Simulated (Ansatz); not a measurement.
Structure: MgS (P6_3mc) from a database of computed structures, at its r2SCAN minimum. The symmetry is P6_3mc (No. 186, hexagonal); a = 4.029 Å, c = 6.454 Å in the conventional setting, 22.68 Å³ an atom. Mg is surrounded by 4 S at 2.45–2.46 Å; S is surrounded by 4 Mg at 2.45–2.46 Å.

The questions ask for values computed with Ansatz 0.2.0 on this geometry. Calculated for a static, non-magnetic cell.

Given (12×12×4 mesh): With PBE the gap is 3.47 eV and direct, at Γ.

(1) What does r2SCANh give for the gap (6×6×4 mesh)?

(2) Estimate the gap with HSE06 on 6×6×4.

(3) What does G0W0@PBE with 270 empty bands, a screening cutoff of 120 eV and a 6×6×2 mesh give?

(4) Roughly how does the cost of the r2SCANh run (6×6×4) compare with r2SCAN's (12×12×4)?

(5) Relaxed again with PBEsol, is the cell stable at the zone centre, and where do its optical modes lie?

(6) Going by these computed values, what does each step up buy?

Answers

(1) r2SCANh gives a direct gap of 4.72 eV at Γ. The gap differs by +1.25 eV from PBE's.

(2) HSE06 gives a direct gap of 4.53 eV at Γ. The gap differs by +1.06 eV from PBE's.

(3) 5.01 eV (the shift on the mesh added to PBE's least gap). G0W0 moves the gap on the mesh from 3.47 eV (PBE) to 5.01 eV (direct at Γ). Renormalisation factors Z lie between 0.76 and 0.82. No extrapolation in bands, cutoff or mesh was made for G0W0.

(4) About 7 times as much (4 core-minutes against 30 core-seconds, on 2 threads of Arm Neoverse V1 (shared host)).

(5) The zone-centre optical frequencies run from 85 to 337 cm⁻¹, none imaginary (the rest of the zone wasn't tested). With the long-range field the highest mode reaches 426 cm⁻¹. The program warns that the force constants, and all that is formed from them, aren't settled on this k mesh.

(6) Set against the finite-basis gap of 5.01 eV from G0W0@PBE (270 empty bands, 120 eV, 6×6×2), the closest functional is DDH-PBE0, which differs by +0.19 eV, at about 8 times r2SCAN's cost; G0W0 itself took about 13 times r2SCAN's cost. The others: PBE0 +0.20, r2SCANh -0.29, HSE06 -0.48, r2SCAN -0.86, PBE -1.54, LDA -1.83, LC-ωPBE +4.51 eV. The yardstick's own error is a tenth of an eV or more. r2SCAN covers 64 % of the step from PBE to HSE06, while HSE06 needs about 6 times r2SCAN's cost (on a coarser mesh). Among these functionals the gap stays direct.

The meshes of the hybrids are coarse, so their gaps aren't converged to the digits shown.
